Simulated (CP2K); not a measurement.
The system is SiNi.

```
Ni Si
1.0
     2.94277    0.00000    0.00000
     0.00000    3.28033    0.00000
     0.00000    0.00000    4.67745
Ni Si
2 2
Cartesian
  1.4714 1.6402 1.6020
  0.0000 0.0000 3.0754
  1.4714 1.6402 3.9438
  0.0000 0.0000 0.7337
```

The cell is a database's computed one.

Program: CP2K 2026.2. Alike in all runs: task band structure; potentials or basis GTH_POTENTIALS Ni GTH-PBE-q18; POTENTIAL_UZH Si GTH-PBE-q4; TZVP-MOLOPT-SR-GTH, TZVP-MOLOPT-PBE-GTH basis; spin collinear, ferromagnetic start; cell as given; k mesh 9 × 8 × 6; smearing fermi-dirac 0.05 eV.

Problem. Order these runs on this cell by their pressure, lowest first.
A. level r2SCAN
B. level LDA
C. level rev-vdW-DF2; cutoff of the non-local correlation (Ry) 300
D. level RPBE
E. level vdW-DF2; cutoff of the non-local correlation (Ry) 300

Solution. B (-2.1 GPa), A (0.9 GPa), C (5.3 GPa), D (9.4 GPa), E (16.9 GPa).

Caveats: the potentials were made for another functional, which shifts forces and pressure; the basis of atomic orbitals isn't converged, which shifts pressures, moduli and gaps; the total moment is fixed, so each spin has its own Fermi level.
